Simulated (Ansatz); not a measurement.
# BN (F-43m) in Ansatz: settings compared

The runs below take BN through relaxation of cell and atoms, with PBEsol+D3(BJ), PBEsol+D4, RPBE+D3(BJ).

All numbers are computed with Ansatz 0.2.0; they aren't measurements. Logs are shortened: lines on timing, memory, paths and dates and some standing lists are left out, and cuts for length are marked.

**1. The structure**

Symmetry: F-43m, No. 216, cubic system. Conventional cell: a = 3.626 Å, b = 3.626 Å, c = 3.626 Å, α = 90.00°, β = 90.00°, γ = 90.00°. Around N (site symmetry -43m) lie 4 B at 1.57 Å. B (site symmetry -43m) is surrounded by 4 N at 1.57 Å.

The cell is a database's computed one.

**2. Relaxation of cell and atoms, PBEsol+D3(BJ)**

input.yaml

```yaml
crystal:
  lattice:
    - [0.0, 1.813001, 1.813001]
    - [1.813001, 0.0, 1.813001]
    - [1.813001, 1.813001, 0.0]
  atoms:
    - { symbol: "N", position: [0.25, 0.25, 0.25] }
    - { symbol: B, position: [0.0, 0.0, 0.0] }
hamiltonian:
  xc: pbesol
  pseudopotentials: { kind: paw }
  dispersion: d3bj
kpoints:
  mp_grid: { grid: [13, 13, 13] }
scf:
  occupations: { method: fermi_dirac, width: 0.05 }
output:
  forces: true
  stress: true
relax:
  f_tol: 0.01
  max_steps: 40
  cell: { stress_tol: 0.05 }
```

Potentials or basis: Ansatz PAW.

Command:

```console
$ ansatz run input.yaml --threads 2 --pin off --max-ram 5632MiB --backend cpu --events-out ev --progress --plain --runs-dir out
```

Standard output:

```text
Warning: RAYON_NUM_THREADS=2 ignored (pool sized by the plan → 2); use --threads N
Engine: ansatz 0.2.0, x86_64-unknown-linux-gnu
Pseudopotentials: kind: paw
Pseudopotential: N, paw, valence charge 5, recommended cutoff 420 eV (normal), N.paw.azcp
Pseudopotential: B, paw, valence charge 3, recommended cutoff 420 eV (normal), B.paw.azcp
Functional definition: PBEsol
  exchange = pbesol_x
  correlation = pbesol_c
Crystal: 2 atoms, lattice volume = 11.919 Å³
Basis set: ecut = 420 eV, 259 PW (Γ), exchange–correlation on 36×36×36 points (8 copies of the dense FFT grid, shifted against one another)
Bands: 8, of which v1, the nominal top of the filled ones, is band 4 counted from 1 (3 counted from 0)
Symmetry: 24 space group operations
Space group: F-43m (ITA 216), of the structure as read, at distance tolerance 2.3e-5 Å
k-points: 84 of 2197 (time reversal used)
Non-local potential: N, projectors of the file, l = 0: 2, l = 1: 2, l = 2: 1
Non-local potential: B, projectors of the file, l = 0: 2, l = 1: 2, l = 2: 1
PAW form: soft (Blöchl's): semilocal exchange-correlation on the pseudo side does not see the compensation charge
PAW frozen core: N, regenerated for the run's functional, and the local potential with it (the file was generated under x = pbe(κ = 0.804, μ = 0.2195149727645171), c = pbe(β = 0.06672455060314922))
PAW frozen core: B, regenerated for the run's functional, and the local potential with it (the file was generated under x = pbe(κ = 0.804, μ = 0.2195149727645171), c = pbe(β = 0.06672455060314922))
PAW one-centre angular grid: N, 110 points (default); XC on 64 Gauss nodes
PAW one-centre angular grid: B, 110 points (default); XC on 64 Gauss nodes
Initial density: superposition of atomic densities (neutral atoms: chi_scale 0, normalization atom), corrected by the library's trained network
Initial wavefunctions: pseudopotential atomic-orbital guess
Functional: x = pbesol(κ = 0.804, μ = 0.12345679012345678), c = pbesol(β = 0.046)
SCF iter   1: F=—  HF=-534.120166 eV  |F-HF|=—  |Δ(HF+E_count)|=         —  Δρ=8.74e-3  dr2=7.05e-3  ethr=1.77e-3  ⟨swp⟩=4.3  Hψ=4244  notcnv=0
preconditioner: auto → none  [insulator: Δε(μ)=4.276 eV  Ē_g=19.791 eV  σ=0.050 eV  W_gap=1.00  n_scr=0 (ndim 8)  ℏωp=30.4 eV  f_vac=0.000  D(μ)=0.00/eV (n_scr^D=0)  ε∞_Penn≈3.4]
SCF iter   2: F=—  HF=-534.118048 eV  |F-HF|=—  |Δ(HF+E_count)|=   2.12e-3  Δρ=2.52e-3  dr2=5.87e-4  ethr=8.82e-5  ⟨swp⟩=2.3  Hψ=1717  notcnv=0
SCF iter   3: F=—  HF=-534.117876 eV  |F-HF|=—  |Δ(HF+E_count)|=   1.71e-4  Δρ=8.28e-4  dr2=6.01e-5  ethr=7.34e-6  ⟨swp⟩=2.0  Hψ=976  notcnv=0
SCF iter   4: F=—  HF=-534.117865 eV  |F-HF|=—  |Δ(HF+E_count)|=   1.11e-5  Δρ=1.55e-4  dr2=1.62e-6  ethr=7.51e-7  ⟨swp⟩=2.0  Hψ=1008  notcnv=0
iter 5 did not close the SCF: its close was put off for the readings that it lacked (scf_convergence_deferred on its scf_iter line)
SCF iter   5: F=-534.117865 eV  HF=-534.117865 eV  |F-HF|=2.24e-9  |Δ(HF+E_count)|=   1.24e-7  Δρ=9.88e-6  dr2=4.51e-9  ethr=2.02e-8  ⟨swp⟩=2.0  Hψ=1002  notcnv=0
SCF iter   6: F=-534.117865 eV  HF=-534.117865 eV  |F-HF|=2.18e-11  |Δ(HF+E_count)|=   2.67e-9  Δρ=8.39e-7  dr2=1.89e-11  ethr=5.64e-11  ⟨swp⟩=1.1  Hψ=2016  notcnv=0
SCF 1 converged in 6 iterations: F = -534.117865 eV  dr2 = 1.89e-11
relax step   1: F+E_penalty+E_count = -534.11786526 eV  Δ(F+E_penalty+E_count) = +0.000e0 eV  max|allowed force component| = 4.580e-16 eV/Å  Δτ_max = 0.0000 Å  P = -10.199 GPa  Ω = 11.919 Å³  (6 SCF iters, dr2 threshold 1.00e-7 eV, accepted)
Crystal: 2 atoms, lattice volume = 11.733 Å³
Initial density: handed on by an earlier stage of this run
Initial wavefunctions: those handed on with the density
iter 1 solved again at ethr=1.91e-5 eV; its pass at ethr=3.10e-3 eV (dr2=1.53e-3 eV) is discarded
SCF iter   1: F=—  HF=-534.128056 eV  |F-HF|=—  |Δ(HF+E_count)|=         —  Δρ=3.85e-3  dr2=1.49e-3  ethr=1.91e-5  ⟨swp⟩=1.0  Hψ=4913  notcnv=0
preconditioner: auto → none  [insulator: Δε(μ)=4.405 eV  Ē_g=20.045 eV  σ=0.050 eV  W_gap=1.00  n_scr=0 (ndim 8)  ℏωp=30.7 eV  f_vac=0.000  D(μ)=0.00/eV (n_scr^D=0)  ε∞_Penn≈3.3]
SCF iter   2: F=—  HF=-534.127606 eV  |F-HF|=—  |Δ(HF+E_count)|=   4.51e-4  Δρ=1.42e-3  dr2=1.76e-4  ethr=1.87e-5  ⟨swp⟩=2.4  Hψ=1018  notcnv=0
SCF iter   3: F=—  HF=-534.127563 eV  |F-HF|=—  |Δ(HF+E_count)|=   4.29e-5  Δρ=4.70e-4  dr2=2.29e-5  ethr=2.21e-6  ⟨swp⟩=2.0  Hψ=953  notcnv=0
SCF iter   4: F=-534.127559 eV  HF=-534.127559 eV  |F-HF|=8.31e-8  |Δ(HF+E_count)|=   4.23e-6  Δρ=6.85e-5  dr2=1.88e-7  ethr=2.50e-9  ⟨swp⟩=3.0  Hψ=2677  notcnv=0
SCF 2 converged in 4 iterations: F = -534.127559 eV  dr2 = 1.88e-7
relax step   2: F+E_penalty+E_count = -534.12755864 eV  Δ(F+E_penalty+E_count) = -9.693e-3 eV  max|allowed force component| = 1.018e-16 eV/Å  Δτ_max = 0.0000 Å  P = -4.291 GPa  Ω = 11.733 Å³  energy of the carried Pulay correction = +1.251e-3 eV  (4 SCF iters, dr2 threshold 2.00e-7 eV, accepted)
Crystal: 2 atoms, lattice volume = 11.602 Å³
iter 1 solved again at ethr=1.01e-5 eV; its pass at ethr=3.10e-3 eV (dr2=8.04e-4 eV) is discarded
SCF iter   1: F=—  HF=-534.130431 eV  |F-HF|=—  |Δ(HF+E_count)|=         —  Δρ=2.80e-3  dr2=7.84e-4  ethr=1.01e-5  ⟨swp⟩=1.0  Hψ=4825  notcnv=0
preconditioner: auto → none  [insulator: Δε(μ)=4.409 eV  Ē_g=20.205 eV  σ=0.050 eV  W_gap=1.00  n_scr=0 (ndim 8)  ℏωp=30.8 eV  f_vac=0.000  D(μ)=0.00/eV (n_scr^D=0)  ε∞_Penn≈3.3]
SCF iter   2: F=—  HF=-534.130198 eV  |F-HF|=—  |Δ(HF+E_count)|=   2.33e-4  Δρ=1.04e-3  dr2=9.21e-5  ethr=9.80e-6  ⟨swp⟩=2.4  Hψ=1019  notcnv=0
SCF iter   3: F=—  HF=-534.130177 eV  |F-HF|=—  |Δ(HF+E_count)|=   2.12e-5  Δρ=3.45e-4  dr2=1.20e-5  ethr=1.15e-6  ⟨swp⟩=2.0  Hψ=943  notcnv=0
SCF iter   4: F=-534.130175 eV  HF=-534.130175 eV  |F-HF|=4.72e-8  |Δ(HF+E_count)|=   1.92e-6  Δρ=5.12e-5  dr2=1.03e-7  ethr=2.50e-9  ⟨swp⟩=3.0  Hψ=2633  notcnv=0
SCF 3 converged in 4 iterations: F = -534.130175 eV  dr2 = 1.03e-7
relax step   3: F+E_penalty+E_count = -534.13017478 eV  Δ(F+E_penalty+E_count) = -2.616e-3 eV  max|allowed force component| = 1.289e-16 eV/Å  Δτ_max = 0.0000 Å  P = +0.140 GPa  Ω = 11.602 Å³  energy of the carried Pulay correction = +2.147e-3 eV  (4 SCF iters, dr2 threshold 2.00e-7 eV, accepted)
[... 7 lines left out ...]
relax step   4: F+E_penalty+E_count = -534.13014831 eV  Δ(F+E_penalty+E_count) = +2.648e-5 eV  max|allowed force component| = 3.007e-17 eV/Å  Δτ_max = 0.0000 Å  P = -0.004 GPa  Ω = 11.606 Å³  energy of the carried Pulay correction = +2.119e-3 eV  (3 SCF iters, dr2 threshold 4.90e-8 eV, accepted)
[... 8 lines left out ...]
relax step   5: F+E_penalty+E_count = -534.12817808 eV  Δ(F+E_penalty+E_count) = +1.970e-3 eV  max|allowed force component| = 7.228e-17 eV/Å  Δτ_max = 0.0000 Å  P = -0.296 GPa  Ω = 11.606 Å³  stress off target by 2.96e-1 GPa  SCF on the basis re-selected at this cell (its energy is not comparable with the rows above)  (5 SCF iters)
[... 8 lines left out ...]
relax step   6: F+E_penalty+E_count = -534.12824325 eV  Δ(F+E_penalty+E_count) = -6.516e-5 eV  max|allowed force component| = 5.609e-17 eV/Å  Δτ_max = 0.0000 Å  P = -0.009 GPa  Ω = 11.597 Å³  energy of the carried Pulay correction = +5.718e-5 eV  (3 SCF iters, dr2 threshold 2.00e-7 eV, accepted)
iter 1 solved again at ethr=5.70e-9 eV; its pass at ethr=3.10e-3 eV (dr2=4.56e-7 eV) is discarded
SCF iter   1: F=—  HF=-534.128242 eV  |F-HF|=—  |Δ(HF+E_count)|=         —  Δρ=2.21e-5  dr2=4.95e-8  ethr=5.70e-9  ⟨swp⟩=3.0  Hψ=6476  notcnv=0
preconditioner: auto → none  [insulator: Δε(μ)=4.387 eV  Ē_g=20.205 eV  σ=0.050 eV  W_gap=1.00  n_scr=0 (ndim 8)  ℏωp=30.8 eV  f_vac=0.000  D(μ)=0.00/eV (n_scr^D=0)  ε∞_Penn≈3.3]
SCF iter   2: F=—  HF=-534.128243 eV  |F-HF|=—  |Δ(HF+E_count)|=   8.84e-7  Δρ=1.01e-5  dr2=7.68e-9  ethr=6.19e-10  ⟨swp⟩=2.0  Hψ=977  notcnv=0
SCF iter   3: F=—  HF=-534.128243 eV  |F-HF|=—  |Δ(HF+E_count)|=  6.08e-11  Δρ=3.74e-6  dr2=1.44e-9  ethr=9.60e-11  ⟨swp⟩=2.0  Hψ=1002  notcnv=0
SCF iter   4: F=-534.128243 eV  HF=-534.128243 eV  |F-HF|=7.73e-12  |Δ(HF+E_count)|=  2.85e-10  Δρ=6.95e-7  dr2=1.84e-11  ethr=1.00e-12  ⟨swp⟩=4.0  Hψ=2907  notcnv=0
SCF 7 converged in 4 iterations: F = -534.128243 eV  dr2 = 1.84e-11
relax step   7: F+E_penalty+E_count = -534.12824325 eV  Δ(F+E_penalty+E_count) = -7.998e-9 eV  max|allowed force component| = 1.365e-16 eV/Å  Δτ_max = 0.0000 Å  P = -0.010 GPa  Ω = 11.597 Å³  stress off target by 9.81e-3 GPa  SCF on the basis re-selected at this cell (its energy is not comparable with the rows above)  (4 SCF iters)
basis re-selected at this cell: Δ(F+E_penalty+E_count) = -7.998e-9 eV, ΔP = -0.001 GPa vs the last step (what re-selecting the basis moved, of the pressure what is left beyond the Pulay correction that the steps carried, after the strain that the cell walked since its last selection, with what the two solves' SCF thresholds leave and, on support functions, any second-order correction that the steps lacked; it is no measure of the basis error at this ecutwfc). This SCF's stress stands 9.81e-3 GPa from its target on what of the cell is left free (relax.cell.stress_tol is 5.00e-2 GPa) and its largest allowed force component is 1.36e-16 eV/Å (relax.f_tol is 1.00e-2 eV/Å): within both
SCF converged after 4 iterations
Free energy (F): -534.128243 eV
Harris-Foulkes:  -534.128243 eV  (|F-HF|=7.73e-12)
Internal energy: -534.128243 eV  (E = F + TS)
E sigma→0 (E₀):  -534.128243 eV
Fermi energy:    13.614177 eV
--- Per-component energies (eV) ---
  E_band       = 27.532781
  E_kinetic    = 186.055965
  E_local      = -172.602411  (includes V_loc(G=0)·N_el)
  E_nonlocal   = 56.864265
  E_hartree    = 47.966494
  E_xc         = -92.941669
  E_vxc        = -116.040395  (∫ρ·V_xc dr)
  E_paw        = -198.652892  (= ΣΔE_a)
  E_vpaw       = -22.677739  (= ΣTr[D̂ρ^β])
  E_aug_tail   = 0.000101  (compensation charges beyond the density's cutoff)
  E_ewald      = -360.567602
  E_disp       = -0.293303  (pairwise vdW)
  E_core_change = 0.042810  (= ΣΔE_core)
  E_smearing   = -0.000000  (= −TS)
  E_closure    = 0.000000  (closes the sum)
  Σ components = -534.128243   (vs F -534.128243, Δ=0.00e0)
--- Forces (eV/Å), atoms counted from 1 ---
  atom   1  N     -0.00000000    -0.00000000    -0.00000000
  atom   2  B      0.00000000     0.00000000    -0.00000000
  max |Σ_I F_I| component: 1.71e-16 eV/Å
--- Stress (GPa, compression-positive) ---
       -0.009805      -0.000000      -0.000000
       -0.000000      -0.009805       0.000000
       -0.000000       0.000000      -0.009805
  P = ⅓ Tr σ = -0.0098 GPa (-0.098 kbar)
--- Relaxed structure (5 steps of the walk, 5 accepted, 2 SCFs on fresh bases) ---
  F+E_penalty+E_count = -534.12824325 eV   max|allowed force component| = 1.365e-16 eV/Å   (the final SCF, on the basis selected at the relaxed cell)
  cell:  # Å, volume = 11.5972 Å³
    - [-4.458450528783641e-34, 1.7965570143042524, 1.7965570143042524]
    - [1.7965570143042524, 1.9593297770243825e-33, 1.7965570143042524]
    - [1.7965570143042524, 1.7965570143042524, 1.11859339159661e-33]
  atoms:
    - { symbol: N, position: [0.25, 0.25, 0.25] }
    - { symbol: B, position: [-2.962788760468155e-34, 1.989024387279742e-34, 3.0125835295516537e-34] }
```

Wall time 5.3 s (2 threads of Intel Xeon Platinum 8488C (Sapphire Rapids), shared host); peak memory 0.33 GiB.

What came out:

```yaml
Free_energy: -534.1282 eV
Relaxed_volume: 5.80 Å³/atom
Relaxed_cell: a = 2.541 Å, b = 2.541 Å, c = 2.541 Å, α = 60.00°, β = 60.00°, γ = 60.00°
Space_group_after_relaxing_to_0.05_Å: F-43m (No. 216)
Energy_gained_by_relaxing: 5.2 meV/atom
Ionic_steps: 7
Pressure_after_relaxing: 0.0 GPa
Band_gap_on_the_k_mesh: 4.39 eV
```

Step by step:
| step | energy change (eV) | largest force (eV/Å) | volume (Å³) |
| --- | --- | --- | --- |
| 1 | 0.0000 | 0.0000 | 11.92 |
| 2 | -0.0097 | 0.0000 | 11.73 |
| 3 | -0.0123 | 0.0000 | 11.60 |
| 4 | -0.0123 | 0.0000 | 11.61 |
| 5 | -0.0103 | 0.0000 | 11.61 |
| 6 | -0.0104 | 0.0000 | 11.60 |
| 7 | -0.0104 | 0.0000 | 11.60 |

Final structure:
```xyz
2
Lattice="0.0000 1.7966 1.7966 1.7966 0.0000 1.7966 1.7966 1.7966 0.0000" Properties=species:S:1:pos:R:3 pbc="T T T"
N     0.8983    0.8983    0.8983
B     0.0000    0.0000    0.0000
```

Caveat: odd divisions of the mesh miss points on the zone boundary, where band edges often lie, so the gap on the mesh can be too wide; the plane-wave basis is chosen anew once the cell has moved, so the energies of steps on either side of that aren't comparable; the pressure holds a Pulay correction of +1.1 GPa for the finite cutoff; the PAW data sets come from PBE, with cores solved anew for the run's functional, which leaves a small shift of forces and pressure. A k mesh can miss the band edges.

**3. Relaxation of cell and atoms, PBEsol+D4**

input.yaml: that of step 2 with these lines changed.

```diff
@@ -11,3 +11,3 @@
   pseudopotentials: { kind: paw }
-  dispersion: d3bj
+  dispersion: d4
 kpoints:
@@ -19,2 +19,6 @@
   stress: true
+  write_density: true
+  write_potential: true
+  elf: true
+  volumetric_format: npy
 relax:
```

Potentials or basis: Ansatz PAW.

Command:

```console
$ ansatz run input.yaml --threads 2 --pin off --max-ram 5632MiB --backend cpu --events-out ev --progress --plain --runs-dir out
```

It took 6.9 s on 2 threads of Intel Xeon Platinum 8488C (Sapphire Rapids), shared host; peak memory 0.35 GiB.

It converged, with:

```
Free energy                            : -534.1055 eV
Relaxed volume                         : 5.81 Å³/atom
Relaxed cell                           : a = 2.542 Å, b = 2.542 Å, c = 2.542 Å, α = 60.00°, β = 60.00°, γ = 60.00°
Space group after relaxing (to 0.05 Å) : F-43m (No. 216)
Energy gained by relaxing              : 4.4 meV/atom
Ionic steps                            : 7
Pressure after relaxing                : 0.0 GPa
Band gap on the k mesh                 : 4.38 eV, indirect (least direct gap 8.85 eV)
```

Step by step:
```tsv
step	energy change (eV)	largest force (eV/Å)	volume (Å³)
1	0.0000	0.0000	11.92
2	-0.0084	0.0000	11.75
3	-0.0107	0.0000	11.63
4	-0.0107	0.0000	11.63
5	-0.0088	0.0000	11.63
6	-0.0089	0.0000	11.62
7	-0.0089	0.0000	11.62
```

Final structure:
```
CELL_PARAMETERS angstrom
0.00000 1.79780 1.79780
1.79780 0.00000 1.79780
1.79780 1.79780 0.00000
ATOMIC_POSITIONS crystal
N 0.25000 0.25000 0.25000
B 0.00000 0.00000 0.00000
```

Levels at points of the mesh, in eV from the valence-band top:
```
           k point  band 1  band 2  band 3  band 4  band 5  band 6  band 7  band 8
(0.00, 0.00, 0.00)  -20.44    0.00    0.00    0.00    8.85    8.85    8.85   10.50
```

Caveat: odd divisions of the mesh miss points on the zone boundary, where band edges often lie, so the gap on the mesh can be too wide; the plane-wave basis is chosen anew once the cell has moved, so the energies of steps on either side of that aren't comparable; the pressure holds a Pulay correction of +1.1 GPa for the finite cutoff; the PAW data sets come from PBE, with cores solved anew for the run's functional, which leaves a small shift of forces and pressure. A k mesh can miss the band edges.

**4. Relaxation of cell and atoms, RPBE+D3(BJ)**

input.yaml: that of step 3 with these lines changed.

```diff
@@ -9,5 +9,5 @@
 hamiltonian:
-  xc: pbesol
+  xc: rpbe
   pseudopotentials: { kind: paw }
-  dispersion: d4
+  dispersion: d3bj
 kpoints:
@@ -19,6 +19,2 @@
   stress: true
-  write_density: true
-  write_potential: true
-  elf: true
-  volumetric_format: npy
 relax:
```

Command:

```console
$ ansatz run input.yaml --threads 2 --pin off --max-ram 5632MiB --backend cpu --events-out ev --progress --plain --runs-dir out
```

Wall time 4.1 s (2 threads of Intel Xeon Platinum 8488C (Sapphire Rapids), shared host); peak memory 0.33 GiB.

Results (log left out):

- Free energy: -546.0832 eV
- Relaxed volume: 5.73 Å³/atom
- Relaxed cell: a = 2.531 Å, b = 2.531 Å, c = 2.531 Å, α = 60.00°, β = 60.00°, γ = 60.00°
- Space group after relaxing (to 0.05 Å): F-43m (No. 216)
- Energy gained by relaxing: 10.5 meV/atom
- Ionic steps: 7
- Pressure after relaxing: 0.0 GPa
- Band gap on the k mesh: 4.61 eV

The path:
| step | energy change (eV) | largest force (eV/Å) | volume (Å³) |
| --- | --- | --- | --- |
| 1 | 0.0000 | 0.0000 | 11.92 |
| 2 | -0.0184 | 0.0000 | 11.66 |
| 3 | -0.0232 | 0.0000 | 11.46 |
| 4 | -0.0232 | 0.0000 | 11.47 |
| 5 | -0.0209 | 0.0000 | 11.47 |
| 6 | -0.0210 | 0.0000 | 11.46 |
| 7 | -0.0210 | 0.0000 | 11.46 |

Final structure:
```
CELL_PARAMETERS angstrom
0.00000 1.78958 1.78958
1.78958 0.00000 1.78958
1.78958 1.78958 0.00000
ATOMIC_POSITIONS crystal
N 0.25000 0.25000 0.25000
B 0.00000 0.00000 0.00000
```

Caveat: odd divisions of the mesh miss points on the zone boundary, where band edges often lie, so the gap on the mesh can be too wide; the plane-wave basis is chosen anew once the cell has moved, so the energies of steps on either side of that aren't comparable; the pressure holds a Pulay correction of +1.0 GPa for the finite cutoff; the PAW data sets come from PBE, with cores solved anew for the run's functional, which leaves a small shift of forces and pressure. RPBE gaps usually lie below the measured ones, often by a third to a half.

**5. The runs side by side**

```tsv
level	gap on the mesh (eV)	pressure (GPa)	relaxed volume (Å³/atom)
PBEsol+D3(BJ)	4.39	0.0	5.80
PBEsol+D4	4.38	0.0	5.81
RPBE+D3(BJ)	4.61	0.0	5.73
```

Alike in all rows: task relaxation of cell and atoms; potentials or basis Ansatz PAW; no spin polarisation; cell relaxed; k mesh 13 × 13 × 13; cutoff (eV) 420; smearing fermi-dirac 0.05 eV.

Caveats: odd divisions of the mesh miss points on the zone boundary, where band edges often lie, so the gap on the mesh can be too wide; the plane-wave basis is chosen anew once the cell has moved, so the energies of steps on either side of that aren't comparable; the PAW data sets come from PBE, with cores solved anew for the run's functional, which leaves a small shift of forces and pressure.

Absolute energies hang on the potentials; compare differences alone.
